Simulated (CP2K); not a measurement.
Crystal: TaN.

```xyz
6
Lattice="5.1910 0.0000 0.0000 -2.5955 4.4955 0.0000 0.0000 0.0000 2.9080" Properties=species:S:1:pos:R:3 pbc="T T T"
Ta    2.5955    1.4985    1.4540
Ta    0.0000    2.9970    1.4540
Ta    0.0000    0.0000    0.0000
N    -1.2977    2.2478    0.0000
N     1.2977    2.2478    0.0000
N     2.5955    0.0000    0.0000
```

Program: CP2K 2026.2. Alike in all runs: task band structure; potentials or basis POTENTIAL_UZH Ta GTH-PBE-q13, N GTH-PBE-q5; DZVP-MOLOPT-PBE-GTH basis; no spin polarisation; cell as given; k mesh 6 × 6 × 9; smearing fermi-dirac 0.05 eV.

Order these runs on this cell by their pressure, lowest first.
A. level vdW-DF-cx; cutoff of the non-local correlation (Ry) 300
B. level TASK
C. level BLYP
D. level PBEsol
E. level LDA

E (-4.6 GPa), D (-1.5 GPa), A (0.0 GPa), B (8.7 GPa), C (15.5 GPa).

Caveats: the potentials were made for another functional, which shifts forces and pressure; the basis of atomic orbitals isn't converged, which shifts pressures, moduli and gaps.

Runs at the PBE level aren't shown here.
